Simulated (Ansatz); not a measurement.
# CoO (I4/mmm) in Ansatz: a series of runs

Runs on CoO. Level: PBE. Tasks: single point, band structure.

Everything below comes from runs of Ansatz 0.2.0. Logs are shortened: lines on timing, memory, paths and dates and some standing lists are left out, and cuts for length are marked.

**1. Starting point**

The structure is tetragonal, space group I4/mmm (No. 139). The conventional cell has a = 3.016 Å, b = 3.016 Å, c = 4.214 Å, α = 90.00°, β = 90.00°, γ = 90.00°. Co (site symmetry 4/mmm) has 6 O at 2.11 to 2.13 Å as nearest neighbours. Around O (site symmetry 4/mmm) lie 6 Co at 2.11 to 2.13 Å.

**2. Single point, PBE, collinear spin, ferromagnetic start, 9.01 Å³/atom (volume scaled by 0.94)**

The input, input.yaml:

```yaml
crystal:
  lattice:
    - [-1.4772158519, 1.4772158519, 2.0642304156]
    - [1.4772158519, -1.4772158519, 2.0642304156]
    - [1.4772158519, 1.4772158519, -2.0642304156]
  atoms:
    - { symbol: Co, position: [0.0, 0.0, 0.0], spin: 2.0 }
    - { symbol: O, position: [0.5, 0.5, 0.0] }
kpoints:
  mp_grid: { grid: [12, 12, 12] }
scf:
  occupations: { method: fermi_dirac, width: 0.05 }
hamiltonian:
  xc: pbe
  pseudopotentials: { kind: all_electron, lapw: { basis_error: 0.0005 } }
magnetization:
  spin_polarized: true
output:
  forces: true
  stress: true
  eigenvalues: true
```

Potentials or basis: all-electron LAPW, scalar-relativistic.

Started as:

```console
> ansatz run input.yaml --threads 2 --pin off --max-ram 6144MiB --backend cpu --events-out ev --progress --plain --runs-dir out
```

The log of the run:

```text
Warning: RAYON_NUM_THREADS=2 ignored (pool sized by the plan → 2); use --threads N
LAPW: plane waves up to 10.448 Å⁻¹, error target 5.0e-4 eV per atom; small_component_spin mean_spin; O in spheres of 0.936 Å, 8 of its electrons in bands, Dirac shells []; Co in spheres of 1.128 Å, 17 of its electrons in bands, Dirac shells [] (how accurate: hamiltonian.pseudopotentials.lapw.basis_error, Limitations)
Engine: ansatz 0.2.0, aarch64-unknown-linux-gnu
Pseudopotentials: kind: all_electron
Pseudopotential: Co, LAPW, valence charge 17, lapw/all_electron/scalar/gaussian/Co, Koelling and Harmon's equation, gaussian nucleus
Pseudopotential: O, LAPW, valence charge 8, lapw/all_electron/scalar/gaussian/O, Koelling and Harmon's equation, gaussian nucleus
Functional definition: PBE
  parameter kappa = 0.804
  parameter beta = 0.06672455060314922
  exchange = pbe_x(kappa = kappa, mu = beta*pi^2/3)
  correlation = pbe_c(beta = beta)
Crystal: 2 atoms, lattice volume = 18.018 Å³
Basis set: ecut = 415.91393369059926 eV, 331 PW (Γ), exchange–correlation at level 2
Bands: 18, of which v1, the nominal top of the filled ones, is band 13 counted from 1 (12 counted from 0)
Symmetry: 16 space group operations
Space group: I4/mmm (ITA 139), of the structure as read, at distance tolerance 2.6e-5 Å
Magnetic group: BNS 139.531 (UNI 1191), of the structure as read, at distance tolerance 2.6e-5 Å
k-points: 163 of 1728
Non-local potential: Co, projectors of the file, none
Non-local potential: O, projectors of the file, none
Initial density: superposition of atomic densities (chi_scale 0.1, normalization cell, long waves kept (reshape's long-wave potential 0.00 eV rms))
Starting moments: Σ|m| = 2 μB on 1 of 2 sites
Initial wavefunctions: plane waves of lowest kinetic energy (no species holds an atomic orbital)
Functional: x = pbe(κ = 0.804, μ = 0.2195149727645171), c = pbe(β = 0.06672455060314922)
iter 1 solved again at ethr=6.43e-3 eV; its pass at ethr=1.00e-1 eV (dr2=1.61e0 eV) is discarded
SCF iter   1: F=—  HF=-39965.266205 eV  |F-HF|=—  |Δ(HF+E_count)|=         —  Δρ=6.39e-2 (↑6.17e-2 ↓6.39e-2)  dr2=1.61e0  dr2_m=2.96e-1  M=3.000 μB ∫|m|=3.002 μB  β_m=0.30  ethr=6.43e-3  ⟨swp⟩=2.0  Hψ=38368  notcnv=0
Mixer restart at iter 1: flushing history
preconditioner: auto → none  [metal: Δε(μ)=0.005 eV  Ē_g=14.762 eV  σ=0.050 eV  W_gap=0.02  n_scr=8 (ndim 8)  ℏωp=33.9 eV  f_vac=0.000  D(μ)=3.76/eV (n_scr^D=64)  sad-step TF]
SCF iter   2: F=—  HF=-39964.475400 eV  |F-HF|=—  |Δ(HF+E_count)|=   7.91e-1  Δρ=3.57e-2 (↑3.57e-2 ↓2.96e-2)  dr2=3.51e-1  dr2_m=1.04e-1  M=2.913 μB ∫|m|=2.915 μB  β_m=0.44  ethr=6.42e-3  ⟨swp⟩=2.0  Hψ=17479  notcnv=0
SCF iter   3: F=—  HF=-39964.490290 eV  |F-HF|=—  |Δ(HF+E_count)|=   1.49e-2  Δρ=1.86e-2 (↑1.86e-2 ↓1.86e-2)  dr2=1.86e-1  dr2_m=2.07e-2  M=2.941 μB ∫|m|=2.948 μB  β_m=0.49  ethr=1.41e-3  ⟨swp⟩=2.0  Hψ=17555  notcnv=0
iter 4 solved again at ethr=2.68e-5 eV; its pass at ethr=7.44e-4 eV (dr2=6.71e-3 eV) is discarded
SCF iter   4: F=—  HF=-39964.466668 eV  |F-HF|=—  |Δ(HF+E_count)|=         —  Δρ=1.07e-2 (↑6.25e-3 ↓1.07e-2)  dr2=6.72e-3  dr2_m=1.04e-2  M=2.710 μB ∫|m|=2.721 μB  β_m=0.49  ethr=2.68e-5  ⟨swp⟩=2.0  Hψ=28860  notcnv=0
Mixer restart at iter 4: flushing history
the basis was enlarged: its passes take 5.2 MiB over the memory plan, 2 of 2 planned eigensolver slots
SCF iter   5: F=—  HF=-39964.476121 eV  |F-HF|=—  |Δ(HF+E_count)|=   9.45e-3  Δρ=4.06e-3 (↑4.06e-3 ↓3.04e-3)  dr2=1.03e-2  dr2_m=1.42e-4  M=2.787 μB ∫|m|=2.799 μB  β_m=0.46  ethr=2.68e-5  ⟨swp⟩=3.0  Hψ=19220  notcnv=0
SCF iter   6: F=—  HF=-39964.469320 eV  |F-HF|=—  |Δ(HF+E_count)|=   6.80e-3  Δρ=5.07e-3 (↑3.37e-3 ↓5.07e-3)  dr2=1.12e-3  dr2_m=2.73e-3  M=2.698 μB ∫|m|=2.711 μB  β_m=0.32  ethr=2.68e-5  ⟨swp⟩=2.8  Hψ=17196  notcnv=0
SCF iter   7: F=—  HF=-39964.470924 eV  |F-HF|=—  |Δ(HF+E_count)|=   1.60e-3  Δρ=1.30e-3 (↑1.30e-3 ↓1.12e-3)  dr2=3.63e-4  dr2_m=1.68e-4  M=2.698 μB ∫|m|=2.710 μB  β_m=0.61  ethr=4.49e-6  ⟨swp⟩=2.8  Hψ=17022  notcnv=0
SCF iter   8: F=—  HF=-39964.471022 eV  |F-HF|=—  |Δ(HF+E_count)|=   9.81e-5  Δρ=5.09e-4 (↑5.09e-4 ↓4.29e-4)  dr2=1.50e-5  dr2_m=3.27e-5  M=2.653 μB ∫|m|=2.665 μB  β_m=0.57  ethr=1.45e-6  ⟨swp⟩=2.0  Hψ=15998  notcnv=0  defer=1
SCF iter   9: F=—  HF=-39964.471008 eV  |F-HF|=—  |Δ(HF+E_count)|=   1.39e-5  Δρ=8.81e-5 (↑5.85e-5 ↓8.81e-5)  dr2=5.70e-7  dr2_m=7.72e-7  M=2.648 μB ∫|m|=2.660 μB  β_m=0.78  ethr=6.01e-8  ⟨swp⟩=2.8  Hψ=16783  notcnv=0
SCF iter  10: F=—  HF=-39964.471011 eV  |F-HF|=—  |Δ(HF+E_count)|=   3.12e-6  Δρ=4.95e-5 (↑4.04e-5 ↓4.95e-5)  dr2=1.64e-7  dr2_m=2.64e-7  M=2.648 μB ∫|m|=2.659 μB  β_m=0.89  ethr=2.28e-9  ⟨swp⟩=2.6  Hψ=16638  notcnv=0
SCF iter  11: F=—  HF=-39964.471013 eV  |F-HF|=—  |Δ(HF+E_count)|=   2.38e-6  Δρ=2.02e-5 (↑4.75e-6 ↓2.02e-5)  dr2=2.19e-8  dr2_m=2.29e-8  M=2.647 μB ∫|m|=2.659 μB  β_m=0.95  ethr=6.56e-10  ⟨swp⟩=3.0  Hψ=18495  notcnv=0
SCF iter  12: F=—  HF=-39964.471015 eV  |F-HF|=—  |Δ(HF+E_count)|=   1.29e-6  Δρ=1.67e-5 (↑9.48e-6 ↓1.67e-5)  dr2=4.05e-8  dr2_m=1.79e-8  M=2.647 μB ∫|m|=2.659 μB  β_m=0.97  ethr=8.78e-11  ⟨swp⟩=3.0  Hψ=19466  notcnv=0
SCF iter  13: F=—  HF=-39964.471015 eV  |F-HF|=—  |Δ(HF+E_count)|=   3.67e-7  Δρ=6.53e-6 (↑4.66e-6 ↓6.53e-6)  dr2=6.13e-9  dr2_m=3.78e-9  M=2.647 μB ∫|m|=2.659 μB  β_m=0.91  ethr=8.78e-11  ⟨swp⟩=3.0  Hψ=19643  notcnv=0
SCF iter  14: F=-39964.471015 eV  HF=-39964.471015 eV  |F-HF|=7.42e-10  |Δ(HF+E_count)|=   1.49e-8  Δρ=5.34e-7 (↑1.93e-7 ↓5.34e-7)  dr2=6.90e-11  dr2_m=8.33e-12  M=2.647 μB ∫|m|=2.659 μB  ethr=2.45e-11  ⟨swp⟩=3.0  Hψ=18093  notcnv=0
SCF 1 converged in 14 iterations: F = -39964.471015 eV  dr2 = 6.90e-11
SCF converged after 14 iterations
Magnetization: 2.6473 μB (13.8237 up, 11.1763 down)
Absolute magnetization: 2.6587 μB (∫|ρ↑−ρ↓|)
Spin contamination: 0.0127 ħ² per cell (⟨S²⟩ above its minimum at these occupations)
Per-site moments (μB) at R_I (Å): [(2.3742317810592084, 1.1281154621043283), (0.2475251643865728, 0.9361149227362416)]
Free energy (F): -39964.471015 eV
Harris-Foulkes:  -39964.471015 eV  (|F-HF|=7.42e-10)
Internal energy: -39964.435453 eV  (E = F + TS)
E sigma→0 (E₀):  -39964.453234 eV
Entropy (-TS):   -0.035562 eV (-17.781 meV/atom)
Fermi energy:    15.591762 eV
--- Per-component energies (eV) ---
  E_band       = -1252.168763
  E_kinetic    = 40528.473943
  E_xc         = -1858.521804
  E_electrostatic = -78634.387592  (all electrons and nuclei)
  E_smearing   = -0.035562  (= −TS)
  E_closure    = 0.000000  (closes the sum)
  E_atoms      = -39950.192766  (free atoms, spherical and without spin; not in F)
  Σ components = -39964.471015   (vs F -39964.471015, Δ=0.00e0)
  Basis errors (estimates in eV, not in F): energy 2.0e-4 per atom: plane waves 1.7e-4 (9.4e-5 summed), levels above the bands 8.1e-143, relativity 2.2e-8, radial functions 2.6e-5, core shells 2.0e-8; eigenvalues (radial functions only) 8.3e-7; not estimated: angular momenta, meshes, grids; target (lapw.basis_error) 5.0e-4; muffin-tin radii O 0.936 Å, Co 1.128 Å
--- Forces (eV/Å), atoms counted from 1 ---
  atom   1  Co     0.00000000    -0.00000000     0.00000000
  atom   2  O      0.00000000    -0.00000000     0.00000000
  max |Σ_I F_I| component: 8.22e-30 eV/Å
--- Stress (GPa, compression-positive) ---
       10.378075       0.000000       0.000000
        0.000000      10.378075      -0.000000
        0.000000      -0.000000      10.895321
  P = ⅓ Tr σ = 10.5505 GPa (105.505 kbar)
--- Band table (eV; the first three rows and the last of 326) ---
  k-point 0 ↑: bands = ["-491.4663", "-81.1220", "-44.4451", "-44.3510", "-44.3510", "-5.3309", "12.0643", "12.1035", "12.1035", "12.3687", "12.3728", "12.5021", "12.5021", "12.6482", "16.9173", "32.5431", "34.1759", "34.1759"]
  k-point 1 ↑: bands = ["-491.4663", "-81.1216", "-44.4464", "-44.3543", "-44.3522", "-5.2249", "10.7520", "11.6616", "11.7308", "12.3959", "12.4320", "12.9320", "13.0481", "13.3196", "17.5810", "31.2352", "33.5114", "33.5556"]
  k-point 2 ↑: bands = ["-491.4663", "-81.1203", "-44.4501", "-44.3631", "-44.3556", "-4.9399", "9.3786", "11.2154", "11.2913", "12.2425", "12.4676", "13.4281", "13.5370", "13.8335", "19.1390", "29.8209", "31.7922", "32.4988"]
  k-point 162 ↓: bands = ["-491.2462", "-78.2796", "-41.7024", "-41.6227", "-41.6227", "-3.4319", "8.5128", "11.1878", "11.1878", "13.0120", "15.7246", "15.7246", "16.1809", "16.6907", "22.7053", "26.2684", "28.1169", "32.5921"]
```

Wall time 49 s (2 threads of Arm Neoverse V1, shared host); peak memory 0.78 GiB.

What came out:

```
Free energy            : -39964.4710 eV
Pressure               : 10.6 GPa
Band gap on the k mesh : none (metal or under the smearing width)
Net moment             : 2.65 μB per cell
Absolute moment        : 2.66 μB per cell
Site moments           : Co +2.37; O +0.25 μB
```

Caveat: a cell with one magnetic atom can't hold antiferromagnetic order, which such compounds often take; semilocal functionals often make such compounds metallic where correlation or magnetic order opens a gap, which also shifts bond lengths.

**3. Single point, PBE, collinear spin, ferromagnetic start, 9.20 Å³/atom (volume scaled by 0.96)**

input.yaml: that of step 2 with these lines changed.

```diff
@@ -2,5 +2,5 @@
   lattice:
-    - [-1.4772158519, 1.4772158519, 2.0642304156]
-    - [1.4772158519, -1.4772158519, 2.0642304156]
-    - [1.4772158519, 1.4772158519, -2.0642304156]
+    - [-1.4876191232, 1.4876191232, 2.0787677284]
+    - [1.4876191232, -1.4876191232, 2.0787677284]
+    - [1.4876191232, 1.4876191232, -2.0787677284]
   atoms:
```

Potentials or basis: all-electron LAPW, scalar-relativistic.

Started as:

```console
> ansatz run input.yaml --threads 2 --pin off --max-ram 6144MiB --backend cpu --events-out ev --progress --plain --runs-dir out
```

It took 48 s on 2 threads of Arm Neoverse V1, shared host; peak memory 0.78 GiB.

It converged, with:

* Free energy: -39964.4920 eV
* Pressure: 7.0 GPa
* Band gap on the k mesh: none (metal or under the smearing width)
* Net moment: 2.77 μB per cell
* Absolute moment: 2.79 μB per cell
* Site moments: Co +2.47; O +0.28 μB

Caveat: a cell with one magnetic atom can't hold antiferromagnetic order, which such compounds often take; semilocal functionals often make such compounds metallic where correlation or magnetic order opens a gap, which also shifts bond lengths.

**4. Single point, PBE, collinear spin, ferromagnetic start, 9.39 Å³/atom (volume scaled by 0.98)**

input.yaml: that of step 3 with these lines changed.

```diff
@@ -2,5 +2,5 @@
   lattice:
-    - [-1.4876191232, 1.4876191232, 2.0787677284]
-    - [1.4876191232, -1.4876191232, 2.0787677284]
-    - [1.4876191232, 1.4876191232, -2.0787677284]
+    - [-1.4978788897, 1.4978788897, 2.0931045106]
+    - [1.4978788897, -1.4978788897, 2.0931045106]
+    - [1.4978788897, 1.4978788897, -2.0931045106]
   atoms:
```

Started as:

```console
> ansatz run input.yaml --threads 2 --pin off --max-ram 6144MiB --backend cpu --events-out ev --progress --plain --runs-dir out
```

Run time: 47 s. Hardware: 2 threads of Arm Neoverse V1, shared host; peak memory 0.78 GiB.

Results (log left out):

| Item | Value |
| --- | --- |
| Free energy | -39964.5045 eV |
| Pressure | 3.4 GPa |
| Band gap on the k mesh | none (metal or under the smearing width) |
| Net moment | 2.86 μB per cell |
| Absolute moment | 2.87 μB per cell |
| Site moments | Co +2.54; O +0.30 μB |

Caveat: a cell with one magnetic atom can't hold antiferromagnetic order, which such compounds often take; semilocal functionals often make such compounds metallic where correlation or magnetic order opens a gap, which also shifts bond lengths.

**5. Single point, PBE, collinear spin, ferromagnetic start, 9.58 Å³/atom**

input.yaml: that of step 4 with these lines changed.

```diff
@@ -2,5 +2,5 @@
   lattice:
-    - [-1.4978788897, 1.4978788897, 2.0931045106]
-    - [1.4978788897, -1.4978788897, 2.0931045106]
-    - [1.4978788897, 1.4978788897, -2.0931045106]
+    - [-1.508, 1.508, 2.1072475377]
+    - [1.508, -1.508, 2.1072475377]
+    - [1.508, 1.508, -2.1072475377]
   atoms:
```

Started as:

```console
> ansatz run input.yaml --threads 2 --pin off --max-ram 6144MiB --backend cpu --events-out ev --progress --plain --runs-dir out
```

Run time: 45 s. Hardware: 2 threads of Arm Neoverse V1, shared host; peak memory 0.78 GiB.

The run converged. Its results:

* Free energy: -39964.5086 eV
* Pressure: 0.0 GPa
* Band gap on the k mesh: none (metal or under the smearing width)
* Net moment: 2.91 μB per cell
* Absolute moment: 2.93 μB per cell
* Site moments: Co +2.58; O +0.31 μB

Caveat: a cell with one magnetic atom can't hold antiferromagnetic order, which such compounds often take; semilocal functionals often make such compounds metallic where correlation or magnetic order opens a gap, which also shifts bond lengths.

**6. Single point, PBE, collinear spin, ferromagnetic start, 9.78 Å³/atom (volume scaled by 1.02)**

input.yaml: that of step 5 with these lines changed.

```diff
@@ -2,5 +2,5 @@
   lattice:
-    - [-1.508, 1.508, 2.1072475377]
-    - [1.508, -1.508, 2.1072475377]
-    - [1.508, 1.508, -2.1072475377]
+    - [-1.517987046, 1.517987046, 2.1212032261]
+    - [1.517987046, -1.517987046, 2.1212032261]
+    - [1.517987046, 1.517987046, -2.1212032261]
   atoms:
```

Potentials or basis: all-electron LAPW, scalar-relativistic.

Started as:

```console
> ansatz run input.yaml --threads 2 --pin off --max-ram 6144MiB --backend cpu --events-out ev --progress --plain --runs-dir out
```

Run time: 47 s. Hardware: 2 threads of Arm Neoverse V1, shared host; peak memory 0.76 GiB.

Results (log left out):

| Item | Value |
| --- | --- |
| Free energy | -39964.5045 eV |
| Pressure | -3.3 GPa |
| Band gap on the k mesh | none (metal or under the smearing width) |
| Net moment | 2.95 μB per cell |
| Absolute moment | 2.96 μB per cell |
| Site moments | Co +2.60; O +0.32 μB |

Caveat: a cell with one magnetic atom can't hold antiferromagnetic order, which such compounds often take; semilocal functionals often make such compounds metallic where correlation or magnetic order opens a gap, which also shifts bond lengths.

**7. Single point, PBE, collinear spin, ferromagnetic start, 9.97 Å³/atom (volume scaled by 1.04)**

input.yaml: that of step 6 with these lines changed.

```diff
@@ -2,5 +2,5 @@
   lattice:
-    - [-1.517987046, 1.517987046, 2.1212032261]
-    - [1.517987046, -1.517987046, 2.1212032261]
-    - [1.517987046, 1.517987046, -2.1212032261]
+    - [-1.527844381, 1.527844381, 2.134977659]
+    - [1.527844381, -1.527844381, 2.134977659]
+    - [1.527844381, 1.527844381, -2.134977659]
   atoms:
```

Started as:

```console
> ansatz run input.yaml --threads 2 --pin off --max-ram 6144MiB --backend cpu --events-out ev --progress --plain --runs-dir out
```

It took 46 s on 2 threads of Arm Neoverse V1, shared host; peak memory 0.74 GiB.

The run converged. Its results:

```
Free energy            : -39964.4928 eV
Pressure               : -6.4 GPa
Band gap on the k mesh : none (metal or under the smearing width)
Net moment             : 2.97 μB per cell
Absolute moment        : 2.99 μB per cell
Site moments           : Co +2.62; O +0.33 μB
```

Caveat: a cell with one magnetic atom can't hold antiferromagnetic order, which such compounds often take; semilocal functionals often make such compounds metallic where correlation or magnetic order opens a gap, which also shifts bond lengths.

**8. Band structure, PBE, collinear spin, ferromagnetic start**

The input, input.yaml:

```yaml
crystal:
  lattice:
    - [-1.508, 1.508, 2.1072475377]
    - [1.508, -1.508, 2.1072475377]
    - [1.508, 1.508, -2.1072475377]
  atoms:
    - { symbol: Co, position: [0.0, 0.0, 0.0], spin: 2.0 }
    - { symbol: O, position: [0.5, 0.5, 0.0] }
kpoints:
  mp_grid: { grid: [12, 12, 12] }
  band_path:
    path:
      - [0.0, 0.0, 0.0]
      - [0.0, 0.0, 0.5]
      - [-0.2560599034, 0.2560599034, 0.5]
      - [-0.3780299517, 0.3780299517, 0.3780299517]
      - [0.0, 0.0, 0.0]
      - [0.5, 0.5, -0.5]
      - [0.3780299517, 0.6219700483, -0.3780299517]
      - [0.0, 0.5, 0.0]
    npoints: 8
scf:
  occupations: { method: fermi_dirac, width: 0.05 }
hamiltonian:
  xc: pbe
  pseudopotentials: { kind: all_electron, lapw: { basis_error: 0.001 } }
magnetization:
  spin_polarized: true
output:
  forces: true
  stress: true
  eigenvalues: true
```

Started as:

```console
> ansatz run input.yaml --threads 2 --pin off --max-ram 6144MiB --backend cpu --events-out ev --progress --plain --runs-dir out
```

Wall time 54 s (2 threads of Arm Neoverse V1, shared host); peak memory 0.7 GiB.

Results (log left out):

```
Free energy             : -39964.5083 eV
Pressure                : 0.0 GPa
Band gap along the path : none (metal or under the smearing width)
Net moment              : 2.91 μB per cell
Absolute moment         : 2.93 μB per cell
Site moments            : Co +2.58; O +0.31 μB
```

Stress tensor (GPa, compression positive):
```
 0.01  0.00  0.00
 0.00  0.01  0.00
 0.00  0.00 -0.15
```

Levels at the corners of the path, in eV from the Fermi level:
Spin up:
```tsv
point	band 12	band 13	band 14	band 15	band 16	band 17
Γ	-3.14	-3.14	-2.97	0.97	16.77	18.06
X	-2.42	-2.09	-1.98	5.84	9.76	11.69
Y	-2.26	-2.09	-1.37	8.06	9.96	10.07
S	-2.06	-1.98	-1.38	7.34	9.71	9.89
Γ	-3.14	-3.14	-2.97	0.97	16.77	18.06
Z	-2.43	-2.10	-2.10	5.85	9.91	11.58
S1	-2.06	-1.98	-1.38	7.34	9.71	9.89
N	-1.79	0.07	0.14	5.01	9.36	13.28
```
Spin down:
| point | band 7 | band 8 | band 9 | band 10 | band 11 | band 12 | band 13 | band 14 | band 15 | band 16 |
| --- | --- | --- | --- | --- | --- | --- | --- | --- | --- | --- |
| Γ | -2.69 | -2.63 | -2.63 | -1.13 | -1.13 | -1.11 | 0.07 | 0.14 | 1.52 | 16.66 |
| X | -6.50 | -3.95 | -3.85 | -2.27 | 0.10 | 0.16 | 0.57 | 1.08 | 6.70 | 10.23 |
| Y | -5.74 | -5.67 | -5.05 | -0.47 | -0.37 | 0.15 | 0.95 | 1.70 | 8.97 | 10.48 |
| S | -6.13 | -5.67 | -4.35 | -1.10 | 0.00 | 0.15 | 1.17 | 1.65 | 8.15 | 10.30 |
| Γ | -2.69 | -2.63 | -2.63 | -1.13 | -1.13 | -1.11 | 0.07 | 0.14 | 1.52 | 16.66 |
| Z | -6.49 | -3.93 | -3.93 | -2.29 | 0.15 | 0.15 | 0.65 | 1.03 | 6.70 | 10.36 |
| S1 | -6.13 | -5.67 | -4.35 | -1.10 | 0.00 | 0.15 | 1.17 | 1.65 | 8.15 | 10.30 |
| N | -7.70 | -4.73 | -4.69 | -0.15 | -0.09 | 0.18 | 2.76 | 2.79 | 5.30 | 10.15 |

Caveat: a cell with one magnetic atom can't hold antiferromagnetic order, which such compounds often take; semilocal functionals often make such compounds metallic where correlation or magnetic order opens a gap, which also shifts bond lengths.

**9. The reference run**

An earlier run on the cell as given: functional PBE; potentials or basis all-electron LAPW, scalar-relativistic; cutoff 369 eV (chosen from the basis error); basis error allowed 0.001 eV/atom; k mesh 12 × 12 × 12; occupations fermi-dirac, width 0.05 eV; collinear spin, ferromagnetic start; starting moments [2.0, 0.0] μB.

- Pressure: 0.0 GPa
- Band gap on the k mesh: none (metal or under the smearing width)
- Net moment: 2.91 μB per cell
- Absolute moment: 2.93 μB per cell
- Site moments: Co +2.58; O +0.31 μB
- Loewdin charges: Co +1.12; O -1.00 e
